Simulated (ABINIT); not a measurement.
Write the native input for ABINIT 10.8.3 (patched build) that does the following.

```yaml
Task: equation of state
Functional: PBE
Potentials_or_basis: SPMS NC PBE v1.0
Cutoff: 381 eV
k_mesh: 8 × 8 × 8
Occupations: fermi-dirac, width 0.05 eV
Spin: no spin polarisation
```

Si:

```
CELL_PARAMETERS angstrom
0.00000 2.72185 2.72185
2.72185 0.00000 2.72185
2.72185 2.72185 0.00000
ATOMIC_POSITIONS crystal
Si 0.50000 0.50000 0.50000
Si 0.75000 0.75000 0.75000
```

The input as run:

run.abi

```
ndtset 7
getwfk -1
scalecart1 3*0.9795861087
scalecart2 3*0.9864848297
scalecart3 3*0.9932883884
scalecart4 3*1.0000000000
scalecart5 3*1.0066227096
scalecart6 3*1.0131594038
scalecart7 3*1.0196128224

pp_dirpath "./"
pseudos "14_Si_4_1.9_1.9_pbe_n_v1.0.psp8"

acell 3.8492788627 3.8492788627 3.8492788627 Angstrom
rprim
     0.0000000000     0.7071067812     0.7071067812
     0.7071067812     0.0000000000     0.7071067812
     0.7071067812     0.7071067812     0.0000000000
ntypat 1
znucl 14
natom 2
typat 1 1
xred
     0.5000000000     0.5000000000     0.5000000000
     0.7500000000     0.7500000000     0.7500000000

ecut 14.0

kptopt 1
ngkpt 8 8 8
nshiftk 1
shiftk 0.0 0.0 0.0

ixc 11

nband 8
occopt 3
tsmear 0.05 eV

nstep 100
tolvrs 1.0e-10

iomode 3
prtwf 1
prtden 0
prteig 0
prtebands 0
enunit 2
```

Potentials or basis: SPMS NC PBE v1.0.

Command:

```bash
$ abinit run.abi > log 2>&1
```

Results of the run:

The equilibrium volume is 20.46 Å³/atom, the bulk modulus is 88 GPa and the pressure derivative of the bulk modulus is 4.3.

Caveat: pressures at fixed basis lie under the slope of the energies.

Wall time 18 s on 1 thread of Arm Neoverse V2, on a shared host, peak memory 0.11 GiB.
